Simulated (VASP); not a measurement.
Wanted: the native input for a VASP 6.6.1 run.

```
Task                   : relaxation of cell and atoms
Functional             : PBEsol
Dispersion             : D3
Potentials or basis    : VASP PAW PBE potentials, release 64 (Ti_sv, Te)
Cutoff                 : 600 eV
k mesh                 : 9 × 9 × 3
Occupations            : fermi-dirac, width 0.05 eV
Spin                   : no spin polarisation
Further INCAR settings : ALGO = Normal; EDIFF = 1e-07; IBRION = 2; EDIFFG = -0.01; NSW = 60; ISIF = 3
```

The structure of TiTe2 lies in POSCAR:

```
TiTe2
1.0
    3.0255700000      0.0000000000      0.0000000000
    0.0000000000      3.0255700000      0.0000000000
    0.0000000000      0.0000000000      9.3016300000
Ti Te
1 2
Direct
    0.0000000000      0.0000000000      0.0000000000
    0.0000000000      0.0000000000      0.2943100000
    0.0000000000      0.0000000000      0.7056900000
```

The cell was built by a generator and needn't be a form met in nature.

One way to write it, as run:

INCAR

```
SYSTEM = TiTe2
PREC = Accurate ; ENCUT = 600
EDIFF = 1E-7 ; ISMEAR = -1
SIGMA = 0.05 ; LREAL = .FALSE.
LASPH = .TRUE. ; NELM = 60
ALGO = Normal ; ISIF = 3
LWAVE = .FALSE. ; LCHARG = .FALSE.
GGA = PS ; IVDW = 11
IBRION = 2 ; NSW = 60
EDIFFG = -0.01
```

KPOINTS

```
Automatic mesh
0
G
  9 9 3
  0 0 0
```

Potentials or basis: VASP PAW PBE potentials, release 64 (Ti_sv, Te).

Command:

```console
$ cat potpaw_PBE.64/Ti_sv/POTCAR potpaw_PBE.64/Te/POTCAR > POTCAR
$ mpirun -np 1 vasp_std > vasp.out
```

It gave:

```yaml
Relaxed_volume: 27.89 Å³/atom
Relaxed_cell: a = 3.014 Å, b = 3.014 Å, c = 9.212 Å, α = 90.00°, β = 90.00°, γ = 90.00°
Space_group_after_relaxing_to_0.05_Å: P4/mmm (No. 123)
Energy_gained_by_relaxing: 1.3 meV/atom
Ionic_steps: 10
Pressure_after_relaxing: 0.0 GPa
Band_gap_on_the_k_mesh: none (metal or under the smearing width)
Dispersion_energy_per_atom: -0.224 eV
```

Caveat: the PAW data sets were made with another functional, which shifts forces and pressure a little.

Wall time 2.1 min on 1 thread of Intel(R) Xeon(R) 6975P-C (Granite Rapids) (shared host), peak memory 0.25 GiB.
